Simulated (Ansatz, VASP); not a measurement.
Two plane-wave programs on K

```
CELL_PARAMETERS angstrom
0.00000 3.39187 3.39187
3.39187 0.00000 3.39187
3.39187 3.39187 0.00000
ATOMIC_POSITIONS crystal
K 0.00000 0.00000 0.00000
```

This isn't the form of K at room conditions, which is bcc.

Alike in both runs: task relaxation of cell and atoms; functional PBE; dispersion D3(BJ); k mesh 12 × 12 × 12; occupations gaussian, width 0.1 eV; no spin polarisation.

```csv
,VASP,Ansatz
version,VASP 6.6.1,Ansatz 0.2.0
potentials or method,"VASP PAW PBE potentials, release 64 (K_sv)","scalar-relativistic, plane waves, PAW"
plane-wave cutoff (eV),600,420
valence electrons in the cell,9,9
```

|  | VASP | Ansatz | Ansatz less VASP |
| --- | --- | --- | --- |
| gap on the k mesh at the Fermi level, each at its own relaxed structure (eV) | none | none | - |
| relaxed volume (Å³/atom) | 69.19 | 69.28 | +0.081 |
| relaxed cell length with the largest relative difference (Å) | 4.608 | 4.610 | +0.0018 |
| energy change over the relaxation (meV/atom) | -12 | -12 | 0.0 |

A gap of «none» marks a metal or a gap that the smearing closes.

Caveats: pairwise dispersion overbinds metals, which lowers pressure and volume.
